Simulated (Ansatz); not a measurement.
**Hf3N2: tests of the settings**

The task, for Hf3N2: relax the cell with several choices of k mesh.

Computed with Ansatz 0.2.0 (DFT r2SCAN, scalar-relativistic, plane waves, PAW, unless a step's input says otherwise).

## (1) The system as given

The structure is trigonal, space group R-3m (No. 166). Conventional cell: a = 3.199 Å, b = 3.199 Å, c = 23.265 Å, α = 90.00°, β = 90.00°, γ = 120.00°. Around Hf (site symmetry 3m) lie 3 N at 2.29 Å. Hf (site symmetry -3m) has 6 N at 2.24 Å as nearest neighbours. N (site symmetry 3m) has 6 Hf at 2.24 to 2.29 Å as nearest neighbours.

Coordinates:

```
CELL_PARAMETERS angstrom
1.59943 0.92343 7.75484
-1.59943 0.92343 7.75484
0.00000 -1.84686 7.75484
ATOMIC_POSITIONS crystal
Hf 0.77942 0.77942 0.77942
Hf 0.22058 0.22058 0.22058
Hf 0.00000 0.00000 0.00000
N 0.61192 0.61192 0.61192
N 0.38808 0.38808 0.38808
```

Source of the structure: the Materials Project (structure only). It is taken as it stands there.

## (2) The base input

The input, input.yaml:

```yaml
crystal:
  lattice:
    - [1.5994260774, 0.9234290764, 7.7548432223]
    - [-1.5994260774, 0.9234290764, 7.7548432223]
    - [0.0, -1.8468581527, 7.7548432223]
  atoms:
    - { symbol: Hf, position: [0.77941866, 0.77941866, 0.77941866] }
    - { symbol: Hf, position: [0.22058134, 0.22058134, 0.22058134] }
    - { symbol: Hf, position: [0.0, 0.0, 0.0] }
    - { symbol: "N", position: [0.61191553, 0.61191553, 0.61191553] }
    - { symbol: "N", position: [0.38808447, 0.38808447, 0.38808447] }
basis:
  ecutwfc: 500
kpoints:
  mp_grid: { grid: [12, 12, 12] }
hamiltonian:
  xc: r2scan
scf:
  occupations: { method: gaussian, width: 0.1 }
output:
  forces: true
  stress: true
  eigenvalues: true
  populations: true
```

It was run beforehand and gave: -9595.3699 eV/atom at zero smearing, pressure 1.99 GPa, largest force 0.131 eV/Å, no gap on the mesh, in 11 SCF cycles and 3.4 min.

## (3) Relaxation, k mesh: 1×1×1

The input, input.yaml:

```yaml
crystal:
  lattice:
    - [1.5994260774, 0.9234290764, 7.7548432223]
    - [-1.5994260774, 0.9234290764, 7.7548432223]
    - [0.0, -1.8468581527, 7.7548432223]
  atoms:
    - { symbol: Hf, position: [0.77941866, 0.77941866, 0.77941866] }
    - { symbol: Hf, position: [0.22058134, 0.22058134, 0.22058134] }
    - { symbol: Hf, position: [0.0, 0.0, 0.0] }
    - { symbol: "N", position: [0.61191553, 0.61191553, 0.61191553] }
    - { symbol: "N", position: [0.38808447, 0.38808447, 0.38808447] }
basis:
  ecutwfc: 500
kpoints:
  mp_grid: { grid: [1, 1, 1] }
hamiltonian:
  xc: r2scan
scf:
  occupations: { method: gaussian, width: 0.1 }
output:
  forces: true
  stress: true
  eigenvalues: true
relax:
  adjacent_minimum: "off"
  f_tol: 0.01
  max_steps: 60
  cell: { stress_tol: 0.05 }
```

Launch:

```
> ansatz run input.yaml --threads 1 --pin off --max-ram 2560MiB --backend cpu --events-out ev --progress --plain --runs-dir out
```

## (4) Relaxation, k mesh: 3×3×3

Changes to input.yaml since step 3:

```diff
@@ -14,3 +14,3 @@
 kpoints:
-  mp_grid: { grid: [1, 1, 1] }
+  mp_grid: { grid: [3, 3, 3] }
 hamiltonian:
```

## (5) Relaxation, k mesh: 6×6×6

Changes to input.yaml since step 4:

```diff
@@ -14,3 +14,3 @@
 kpoints:
-  mp_grid: { grid: [3, 3, 3] }
+  mp_grid: { grid: [6, 6, 6] }
 hamiltonian:
```

(Steps that only read results are left out.)

**Question.** What does this series show? Wanted: relaxed volume by k mesh.

As calculated:

| quantity | value |
| --- | --- |
| relaxed volume by k mesh (Å³/atom) | 1×1×1: 13.24; 3×3×3: 13.89; 6×6×6: 13.85; 12×12×12: 13.86 |

In words: The relaxed volumes span 4.9 %. From 3×3×3 on the volume holds to 0.5 %, at 0.045 of the time of the best run. Spin-orbit coupling is left out, which matters for the bands of Hf.
